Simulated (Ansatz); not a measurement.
**Polar AlN (0001) films against thickness**

What happens to a polar AlN (0001) film as it grows?

Calculated with Ansatz 0.2.0; plane-wave DFT, LDA, Ansatz PAW.

### Step 1. Starting point

The cell holds 2 atoms: 1 N and 1 Al. Cell: a = 3.110 Å, b = 3.110 Å, c = 18.588 Å, α = 90.0°, β = 90.0°, γ = 120.0°. It derives from AlN (wurtzite AlN). Vacuum lies along c.

### Step 2. Relaxation, 2 atoms, units 1

The structure is relaxed first, because levels and dipoles at a surface follow the positions of the outer atoms.

Input file input.yaml:

```yaml
crystal:
  lattice:
    - [3.11, 0.0, 0.0]
    - [-1.555, 2.69333901, 0.0]
    - [0.0, 0.0, 18.58764]
  atoms:
    - { symbol: "N", position: [0.66666667, 0.33333333, 0.4841927216] }
    - { symbol: Al, position: [0.33333333, 0.66666667, 0.5158072784] }
kpoints:
  mp_grid: { grid: [12, 12, 1] }
hamiltonian:
  xc: lda
scf:
  occupations: { method: fermi_dirac, width: 0.03 }
  convergence: { dr2_threshold: 1.0e-09 }
efield:
  axis: 3
  dipole_correction: true
  ramp_position: 0.97
  ramp_width: 0.06
relax:
  f_tol: 0.01
  max_steps: 100
output:
  write_potential: true
  write_density: true
  volumetric_format: npy
```

Launch:

```bash
ansatz run input.yaml --threads 4 --pin off --max-ram 6144MiB --backend cpu --events-out ev --progress --plain --runs-dir out
```

Numbers of over 12 decimals in the logs are rounded to 6 here.

The log of the run:

```text
Engine: ansatz 0.2.0, aarch64-unknown-linux-gnu
Pseudopotentials: kind: paw
Pseudopotential: N, paw, valence charge 5, recommended cutoff 420 eV (normal), N.paw.azcp
Pseudopotential: Al, paw, valence charge 3, recommended cutoff 420 eV (normal), Al.paw.azcp
Functional definition: SPW92
  exchange = slater_x
  correlation = pw_c
Crystal: 2 atoms, lattice volume = 155.695 Å³
Basis set: ecut = 420 eV, 3027 PW (Γ)
Bands: 8, of which v1, the nominal top of the filled ones, is band 4 counted from 1 (3 counted from 0)
Symmetry: 6 space group operations
Space group: P3m1 (ITA 156), of the structure as read, at distance tolerance 5.4e-5 Å
k-points: 19 of 144 (time reversal used)
Non-local potential: N, projectors of the file, l = 0: 2, l = 1: 2, l = 2: 1
Non-local potential: Al, projectors of the file, l = 0: 2, l = 1: 2, l = 2: 1
PAW form: soft (Blöchl's): semilocal exchange-correlation on the pseudo side does not see the compensation charge
PAW frozen core: N, regenerated for the run's functional, and the local potential with it (the file was generated under x = pbe(κ = 0.804, μ = 0.219515), c = pbe(β = 0.066725))
PAW frozen core: Al, regenerated for the run's functional, and the local potential with it (the file was generated under x = pbe(κ = 0.804, μ = 0.219515), c = pbe(β = 0.066725))
PAW one-centre angular grid: N, 110 points (default); XC on 64 Gauss nodes
PAW one-centre angular grid: Al, 110 points (default); XC on 64 Gauss nodes
Initial density: superposition of atomic densities (neutral atoms: chi_scale 0, normalization atom), corrected by the library's trained network
Initial wavefunctions: pseudopotential atomic-orbital guess
Functional: x = slater, c = lda
SCF iter   1: F=—  HF=-887.458875 eV  |F-HF|=—  |Δ(HF+E_count)|=         —  Δρ=3.26e-3  dr2=5.64e-2  ethr=1.77e-3  p=0.151 e·Å  D=1.76e-1 V/Å  ΔV_dip=-3.27 eV  dr2_dipole=7.71e-3  V_vac-E_F(+/−)=3.59/6.86 eV  ⟨swp⟩=7.9  Hψ=1496  notcnv=0
efield: sawtooth ramp at fractional position 0.9700 (set: `efield.ramp_position`, or a place that a band, a saddle search or an elastic batch's reference lends), width 0.0600; the density the first Hamiltonian is built on has a dipole p = 0.151 e·Å; the dipole correction subtracts the counter field D = 1.76e-1 V/Å, which shifts the + side's vacuum level by -3.27 eV against the − side's; the planar-averaged density in the ramp window peaks in size at 3.6e-6 e/Å³
preconditioner: auto → none  [insulator: Δε(μ)=1.572 eV  Ē_g=10.533 eV  σ=0.030 eV  W_gap=1.00  n_scr=8 (ndim 8)  ℏωp=8.4 eV  f_vac=0.734  D(μ)=0.00/eV (n_scr^D=0)  ε∞_Penn≈1.6]
SCF iter   2: F=—  HF=-887.482233 eV  |F-HF|=—  |Δ(HF+E_count)|=   2.34e-2  Δρ=6.28e-3  dr2=2.15e-1  ethr=7.05e-4  p=0.209 e·Å  D=2.43e-1 V/Å  ΔV_dip=-4.51 eV  dr2_dipole=3.39e-2  V_vac-E_F(+/−)=2.86/7.38 eV  ⟨swp⟩=2.5  Hψ=429  notcnv=0  recentre
SCF iter   3: F=—  HF=-887.450077 eV  |F-HF|=—  |Δ(HF+E_count)|=   3.22e-2  Δρ=1.63e-3  dr2=8.66e-3  ethr=7.05e-4  p=0.165 e·Å  D=1.91e-1 V/Å  ΔV_dip=-3.56 eV  dr2_dipole=7.95e-4  V_vac-E_F(+/−)=3.45/7.01 eV  ⟨swp⟩=2.6  Hψ=352  notcnv=0
SCF iter   4: F=—  HF=-887.449107 eV  |F-HF|=—  |Δ(HF+E_count)|=   9.70e-4  Δρ=5.20e-4  dr2=2.35e-4  ethr=1.08e-4  p=0.169 e·Å  D=1.96e-1 V/Å  ΔV_dip=-3.65 eV  dr2_dipole=5.03e-6  V_vac-E_F(+/−)=3.37/7.02 eV  ⟨swp⟩=2.8  Hψ=266  notcnv=0
SCF iter   5: F=—  HF=-887.449339 eV  |F-HF|=—  |Δ(HF+E_count)|=   2.33e-4  Δρ=6.25e-5  dr2=1.80e-5  ethr=2.93e-6  p=0.166 e·Å  D=1.93e-1 V/Å  ΔV_dip=-3.58 eV  dr2_dipole=5.33e-6  V_vac-E_F(+/−)=3.38/6.96 eV  ⟨swp⟩=2.4  Hψ=310  notcnv=0
SCF iter   6: F=—  HF=-887.449344 eV  |F-HF|=—  |Δ(HF+E_count)|=   4.67e-6  Δρ=1.84e-5  dr2=5.16e-7  ethr=2.26e-7  p=0.165 e·Å  D=1.92e-1 V/Å  ΔV_dip=-3.56 eV  dr2_dipole=3.02e-9  V_vac-E_F(+/−)=3.39/6.95 eV  ⟨swp⟩=2.8  Hψ=238  notcnv=0
SCF iter   7: F=—  HF=-887.449322 eV  |F-HF|=—  |Δ(HF+E_count)|=   2.22e-5  Δρ=3.13e-6  dr2=3.29e-8  ethr=6.44e-9  p=0.165 e·Å  D=1.92e-1 V/Å  ΔV_dip=-3.56 eV  dr2_dipole=7.27e-9  V_vac-E_F(+/−)=3.39/6.95 eV  ⟨swp⟩=2.5  Hψ=210  notcnv=0
SCF iter   8: F=-887.449322 eV  HF=-887.449322 eV  |F-HF|=7.44e-11  |Δ(HF+E_count)|=   1.90e-9  Δρ=4.47e-7  dr2=2.81e-10  ethr=1.25e-11  p=0.165 e·Å  D=1.91e-1 V/Å  ΔV_dip=-3.56 eV  dr2_dipole=3.64e-11  V_vac-E_F(+/−)=3.39/6.95 eV  ⟨swp⟩=7.1  Hψ=904  notcnv=0
SCF 1 converged in 8 iterations: F = -887.449322 eV  dr2 = 2.81e-10
  greatest PAW one-centre occupation: 0.801 electrons in one spin orbital (limit 2), on the N atom at site 0 (counted from 0), in its partial waves of l = 0
relax step   1: F+E_penalty+E_count = -887.44932196 eV  Δ(F+E_penalty+E_count) = +0.000e0 eV  max|allowed force component| = 3.836e0 eV/Å  Δτ_max = 0.0000 Å  (8 SCF iters, accepted)
Initial density: handed on by an earlier stage of this run
Initial wavefunctions: those handed on with the density
SCF iter   1: F=—  HF=-888.309468 eV  |F-HF|=—  |Δ(HF+E_count)|=         —  Δρ=1.27e-2  dr2=2.91e-1  ethr=3.10e-3  p=0.165 e·Å  D=1.91e-1 V/Å  ΔV_dip=-3.56 eV  dr2_dipole=9.90e-3  V_vac-E_F(+/−)=3.45/7.01 eV  ⟨swp⟩=5.2  Hψ=1114  notcnv=0
efield: sawtooth ramp at fractional position 0.9700 (set: `efield.ramp_position`, or a place that a band, a saddle search or an elastic batch's reference lends), width 0.0600; the density the first Hamiltonian is built on has a dipole p = 0.165 e·Å; the dipole correction subtracts the counter field D = 1.91e-1 V/Å, which shifts the + side's vacuum level by -3.56 eV against the − side's; the planar-averaged density in the ramp window peaks in size at 2.8e-7 e/Å³
preconditioner: auto → none  [insulator: Δε(μ)=2.276 eV  Ē_g=11.320 eV  σ=0.030 eV  W_gap=1.00  n_scr=8 (ndim 8)  ℏωp=8.4 eV  f_vac=0.734  D(μ)=0.00/eV (n_scr^D=0)  ε∞_Penn≈1.6]
SCF iter   2: F=—  HF=-888.221049 eV  |F-HF|=—  |Δ(HF+E_count)|=   8.84e-2  Δρ=5.58e-3  dr2=3.70e-2  ethr=3.10e-3  p=0.100 e·Å  D=1.16e-1 V/Å  ΔV_dip=-2.15 eV  dr2_dipole=1.38e-4  V_vac-E_F(+/−)=3.44/5.59 eV  ⟨swp⟩=2.3  Hψ=449  notcnv=0
SCF iter   3: F=—  HF=-888.211926 eV  |F-HF|=—  |Δ(HF+E_count)|=   9.12e-3  Δρ=1.82e-3  dr2=4.04e-3  ethr=4.62e-4  p=0.106 e·Å  D=1.24e-1 V/Å  ΔV_dip=-2.30 eV  dr2_dipole=2.39e-4  V_vac-E_F(+/−)=3.55/5.85 eV  ⟨swp⟩=2.1  Hψ=287  notcnv=0
SCF iter   4: F=—  HF=-888.211882 eV  |F-HF|=—  |Δ(HF+E_count)|=   4.42e-5  Δρ=1.20e-3  dr2=2.59e-3  ethr=5.05e-5  p=0.115 e·Å  D=1.34e-1 V/Å  ΔV_dip=-2.49 eV  dr2_dipole=3.42e-4  V_vac-E_F(+/−)=3.42/5.91 eV  ⟨swp⟩=2.8  Hψ=298  notcnv=0
[...]
SCF iter   3: F=—  HF=-888.552101 eV  |F-HF|=—  |Δ(HF+E_count)|=   1.14e-1  Δρ=2.46e-3  dr2=5.03e-3  ethr=3.10e-3  p=-0.011 e·Å  D=-1.30e-2 V/Å  ΔV_dip=0.24 eV  dr2_dipole=2.19e-4  V_vac-E_F(+/−)=4.34/4.10 eV  ⟨swp⟩=3.0  Hψ=562  notcnv=0
SCF iter   4: F=—  HF=-888.551726 eV  |F-HF|=—  |Δ(HF+E_count)|=   3.76e-4  Δρ=1.07e-3  dr2=1.60e-3  ethr=6.29e-5  p=-0.019 e·Å  D=-2.18e-2 V/Å  ΔV_dip=0.41 eV  dr2_dipole=7.66e-7  V_vac-E_F(+/−)=4.33/3.92 eV  ⟨swp⟩=3.2  Hψ=331  notcnv=0
SCF iter   5: F=—  HF=-888.551417 eV  |F-HF|=—  |Δ(HF+E_count)|=   3.09e-4  Δρ=2.53e-4  dr2=1.25e-4  ethr=2.00e-5  p=-0.021 e·Å  D=-2.45e-2 V/Å  ΔV_dip=0.46 eV  dr2_dipole=1.06e-5  V_vac-E_F(+/−)=4.38/3.92 eV  ⟨swp⟩=2.6  Hψ=261  notcnv=0
SCF iter   6: F=—  HF=-888.551403 eV  |F-HF|=—  |Δ(HF+E_count)|=   1.33e-5  Δρ=6.68e-5  dr2=3.78e-6  ethr=1.56e-6  p=-0.020 e·Å  D=-2.34e-2 V/Å  ΔV_dip=0.44 eV  dr2_dipole=4.70e-8  V_vac-E_F(+/−)=4.37/3.94 eV  ⟨swp⟩=2.5  Hψ=213  notcnv=0
SCF iter   7: F=—  HF=-888.551403 eV  |F-HF|=—  |Δ(HF+E_count)|=   1.54e-7  Δρ=5.99e-6  dr2=5.24e-8  ethr=4.72e-8  p=-0.020 e·Å  D=-2.36e-2 V/Å  ΔV_dip=0.44 eV  dr2_dipole=2.06e-9  V_vac-E_F(+/−)=4.38/3.94 eV  ⟨swp⟩=2.6  Hψ=228  notcnv=0
SCF iter   8: F=—  HF=-888.551379 eV  |F-HF|=—  |Δ(HF+E_count)|=   2.45e-5  Δρ=8.47e-7  dr2=2.26e-9  ethr=6.54e-10  p=-0.020 e·Å  D=-2.36e-2 V/Å  ΔV_dip=0.44 eV  dr2_dipole=2.37e-10  V_vac-E_F(+/−)=4.38/3.94 eV  ⟨swp⟩=2.4  Hψ=217  notcnv=0
SCF iter   9: F=-888.551379 eV  HF=-888.551379 eV  |F-HF|=5.90e-11  |Δ(HF+E_count)|=  4.84e-10  Δρ=1.37e-7  dr2=7.67e-11  ethr=1.25e-11  p=-0.020 e·Å  D=-2.36e-2 V/Å  ΔV_dip=0.44 eV  dr2_dipole=8.05e-12  V_vac-E_F(+/−)=4.38/3.94 eV  ⟨swp⟩=8.3  Hψ=730  notcnv=0
SCF 3 converged in 9 iterations: F = -888.551379 eV  dr2 = 7.67e-11
  greatest PAW one-centre occupation: 0.784 electrons in one spin orbital (limit 2), on the N atom at site 0 (counted from 0), in its partial waves of l = 0
relax step   3: F+E_penalty+E_count = -888.55137855 eV  Δ(F+E_penalty+E_count) = -3.399e-1 eV  max|allowed force component| = 3.619e-1 eV/Å  Δτ_max = 0.1933 Å  (9 SCF iters, accepted)
SCF iter   1: F=—  HF=-888.566594 eV  |F-HF|=—  |Δ(HF+E_count)|=         —  Δρ=1.54e-3  dr2=1.59e-2  ethr=1.97e-3  p=-0.020 e·Å  D=-2.36e-2 V/Å  ΔV_dip=0.44 eV  dr2_dipole=2.72e-3  V_vac-E_F(+/−)=4.37/3.93 eV  ⟨swp⟩=3.2  Hψ=614  notcnv=0
efield: sawtooth ramp at fractional position 0.9700 (set: `efield.ramp_position`, or a place that a band, a saddle search or an elastic batch's reference lends), width 0.0600; the density the first Hamiltonian is built on has a dipole p = -0.020 e·Å; the dipole correction subtracts the counter field D = -2.36e-2 V/Å, which shifts the + side's vacuum level by +0.44 eV against the − side's; the planar-averaged density in the ramp window peaks in size at 1.1e-7 e/Å³
preconditioner: auto → none  [insulator: Δε(μ)=2.961 eV  Ē_g=11.550 eV  σ=0.030 eV  W_gap=1.00  n_scr=8 (ndim 8)  ℏωp=8.4 eV  f_vac=0.744  D(μ)=0.00/eV (n_scr^D=0)  ε∞_Penn≈1.5]
SCF iter   2: F=—  HF=-888.564013 eV  |F-HF|=—  |Δ(HF+E_count)|=   2.58e-3  Δρ=9.39e-4  dr2=8.14e-3  ethr=1.99e-4  p=0.014 e·Å  D=1.62e-2 V/Å  ΔV_dip=-0.30 eV  dr2_dipole=1.47e-3  V_vac-E_F(+/−)=3.99/4.29 eV  ⟨swp⟩=3.3  Hψ=457  notcnv=0
SCF iter   3: F=—  HF=-888.561578 eV  |F-HF|=—  |Δ(HF+E_count)|=   2.44e-3  Δρ=3.66e-4  dr2=7.49e-5  ethr=1.02e-4  p=-0.001 e·Å  D=-9.03e-4 V/Å  ΔV_dip=0.02 eV  dr2_dipole=2.83e-7  V_vac-E_F(+/−)=4.15/4.13 eV  ⟨swp⟩=4.0  Hψ=336  notcnv=0
SCF iter   4: F=—  HF=-888.561570 eV  |F-HF|=—  |Δ(HF+E_count)|=   7.45e-6  Δρ=4.87e-5  dr2=3.02e-6  ethr=9.36e-7  p=-0.000 e·Å  D=-4.83e-4 V/Å  ΔV_dip=0.01 eV  dr2_dipole=1.25e-7  V_vac-E_F(+/−)=4.14/4.13 eV  ⟨swp⟩=2.2  Hψ=238  notcnv=0
SCF iter   5: F=—  HF=-888.561569 eV  |F-HF|=—  |Δ(HF+E_count)|=   1.37e-6  Δρ=4.42e-5  dr2=3.15e-6  ethr=3.77e-8  p=-0.000 e·Å  D=-2.13e-4 V/Å  ΔV_dip=0.00 eV  dr2_dipole=5.58e-11  V_vac-E_F(+/−)=4.14/4.13 eV  ⟨swp⟩=2.0  Hψ=228  notcnv=0
SCF iter   6: F=—  HF=-888.561568 eV  |F-HF|=—  |Δ(HF+E_count)|=   1.05e-6  Δρ=3.93e-6  dr2=1.55e-8  ethr=3.77e-8  p=-0.000 e·Å  D=-1.80e-4 V/Å  ΔV_dip=0.00 eV  dr2_dipole=1.40e-10  V_vac-E_F(+/−)=4.14/4.13 eV  ⟨swp⟩=2.3  Hψ=217  notcnv=0
SCF iter   7: F=—  HF=-888.561544 eV  |F-HF|=—  |Δ(HF+E_count)|=   2.37e-5  Δρ=7.45e-7  dr2=5.13e-10  ethr=1.25e-11  p=-0.000 e·Å  D=-1.76e-4 V/Å  ΔV_dip=0.00 eV  dr2_dipole=2.62e-13  V_vac-E_F(+/−)=4.14/4.13 eV  ⟨swp⟩=8.6  Hψ=774  notcnv=0
SCF iter   8: F=-888.561544 eV  HF=-888.561544 eV  |F-HF|=3.52e-12  |Δ(HF+E_count)|=  1.27e-10  Δρ=9.04e-8  dr2=5.32e-12  ethr=6.42e-12  p=-0.000 e·Å  D=-1.78e-4 V/Å  ΔV_dip=0.00 eV  dr2_dipole=1.32e-13  V_vac-E_F(+/−)=4.14/4.13 eV  ⟨swp⟩=5.4  Hψ=733  notcnv=0
SCF 4 converged in 8 iterations: F = -888.561544 eV  dr2 = 5.32e-12
relax step   4: F+E_penalty+E_count = -888.56154393 eV  Δ(F+E_penalty+E_count) = -1.017e-2 eV  max|allowed force component| = 2.710e-3 eV/Å  Δτ_max = 0.0279 Å  (8 SCF iters, accepted)
NSCF: frozen V_eff on 19 k-points
the band table was solved once a step of the walk had ended and its energy, with any forces and stress, was formed, with the checks that follow a solve (1786 applications of the Hamiltonian). They found nothing against the state; the energy, forces and stress were not computed again (output.eigenvalues in the input reference)
WARN: The output density's exchange-correlation potential varies sharply where the density is thin. Do not read a vacuum level from v_tot or v_xc, or from such a field of the output density. On a cell that repeats whose density bears no net charge and no dipole along the vacuum's axis use v_es (v_loc + v_h of the components); under efield.dipole_correction with no amplitude use v_es + v_field, which holds any externa [...]
SCF converged after 8 iterations
Free energy (F): -888.561544 eV
Harris-Foulkes:  -888.561544 eV  (|F-HF|=3.52e-12)
Internal energy: -888.561544 eV  (E = F + TS)
E sigma→0 (E₀):  -888.561544 eV
Fermi energy:    -2.468297 eV
Dipole field:    D = -0.000177 V/Å  (p = -0.000152 e·Å, saw-weighted, corrected)
Work function:   Φ+ = 4.1364 eV   Φ− = 4.1330 eV
Levels:          The Fermi level and band energies are counted from a zero that moves with the ramp; work functions are not
--- Per-component energies (eV) ---
  E_band       = -69.225769
  E_kinetic    = 155.640058
  E_local      = -1994.357395  (includes V_loc(G=0)·N_el)
  E_nonlocal   = 58.155430
  E_hartree    = 920.521676
  E_xc         = -98.616045
  E_vxc        = -104.985545  (∫ρ·V_xc dr)
  E_paw        = -562.072288  (= ΣΔE_a)
  E_vpaw       = -24.721792  (= ΣTr[D̂ρ^β])
  E_aug_tail   = 0.000089  (compensation charges beyond the density's cutoff)
  E_efield     = 0.000000  (sawtooth field / dipole correction)
  E_vefield    = 0.000000  (∫n·V_field dr)
  E_ewald      = 632.031171
  E_core_change = 0.135761  (= ΣΔE_core)
  E_smearing   = -0.000000  (= −TS)
  E_closure    = -0.000000  (closes the sum)
  Σ components = -888.561544   (vs F -888.561544, Δ=0.00e0)
--- Forces (eV/Å), atoms counted from 1 ---
  atom   1  N      0.00000000     0.00000000    -0.00271076
  atom   2  Al     0.00000000    -0.00000000     0.00270930
  max |Σ_I F_I| component: 1.46e-6 eV/Å
--- Band table (eV; the first three rows and the last of 19) ---
  k-point 0: bands = ["-17.4977", "-6.2786", "-4.6756", "-4.6756", "-1.0029", "1.1593", "1.6367", "2.5496"]
  k-point 1: bands = ["-17.4199", "-6.1817", "-5.0578", "-4.7319", "-0.7446", "1.2631", "1.7902", "2.7293"]
  k-point 2: bands = ["-17.1968", "-5.9436", "-5.8997", "-4.8803", "-0.1495", "1.5409", "2.2370", "3.0678"]
  k-point 18: bands = ["-15.8279", "-7.8286", "-7.6328", "-3.9614", "2.0148", "4.1141", "4.2608", "5.1228"]
--- Relaxed structure (4 steps of the walk, 4 accepted, 0 SCFs on fresh bases) ---
  F+E_penalty+E_count = -888.56154393 eV   max|allowed force component| = 2.710e-3 eV/Å
  atoms:
    - { symbol: N, position: [0.666667, 0.333333, 0.500011] }
    - { symbol: Al, position: [0.333333, 0.666667, 0.499989] }
```

The job ended after 2.8 s (4 threads of Arm Neoverse V1, shared host; peak memory 0.38 GiB).

Relaxation path:

```csv
step,energy less that of the first step (eV),largest force component (eV/Å)
1,0.0000,3.8360
2,-0.7621,2.1165
3,-1.1021,0.3619
4,-1.1122,0.0027
```

Forces are held to the 6 operations that the run works with; a distortion that breaks them can't arise in this run.

The atoms that moved most (Å):

```csv
atom,dx,dy,dz,length
N1,0.000,0.000,0.294,0.294
Al2,0.000,0.000,-0.294,0.294
```

Final coordinates:

```cif
data_structure
_symmetry_space_group_name_H-M 'P 1'
_symmetry_Int_Tables_number 1
_cell_length_a 3.1100
_cell_length_b 3.1100
_cell_length_c 18.5876
_cell_angle_alpha 90.000
_cell_angle_beta 90.000
_cell_angle_gamma 120.000
_cell_volume 155.70
loop_
_atom_site_label
_atom_site_type_symbol
_atom_site_fract_x
_atom_site_fract_y
_atom_site_fract_z
_atom_site_occupancy
N1 N 0.66667 0.33333 0.50001 1
Al2 Al 0.33333 0.66667 0.49999 1
```

Numbers from this step:

```yaml
gap_on_the_k_mesh: 2.958 eV
dipole_along_the_normal: -1.52e-4 e·Å
ionisation_energy_upper_face: 5.629 eV
electron_affinity_upper_face: 2.671 eV
```

Running mean over 2.49 Å of the planar mean; the ramp of the sawtooth is left out. Table of electron's electrostatic potential energy less the Fermi level by z:

```csv
z (Å),electron's electrostatic potential energy less the Fermi level (eV)
2.83,4.13
3.27,4.13
3.72,4.13
4.16,4.13
4.61,4.13
5.06,4.13
5.50,4.13
5.95,4.12
6.39,4.07
6.84,3.91
7.29,3.32
7.73,1.56
8.18,-1.34
8.62,-3.69
9.07,-4.58
9.52,-4.58
9.96,-3.69
10.41,-1.33
10.86,1.56
11.30,3.33
11.75,3.91
12.19,4.07
12.64,4.12
13.09,4.13
13.53,4.14
13.98,4.14
14.42,4.14
14.87,4.14
15.32,4.14
15.76,4.14
```

The relaxation took 4 steps and lowered the energy by 1.1 eV; the largest force on the free atoms ends at 0.0027 eV/Å.

The gap is 2.96 eV, with the valence edge 5.63 eV and the conduction edge 2.67 eV under the upper vacuum level.

(Continued in part 2 of 5.)

[Logs are printed without paths, hosts, clocks, repeated set-up lines and the standing remarks that a program may print on its own settings, such as how far it seeks lower states.]

[Hosts, paths, dates, database ids (printed as entryN), source tags and the programs' standing remarks are cut or masked in the printed files.]

[Maps of the electrostatic potential energy from Ansatz leave out the sawtooth potential of an applied field or a dipole correction, so their vacuum need not be flat; planar profiles and work functions include it.]
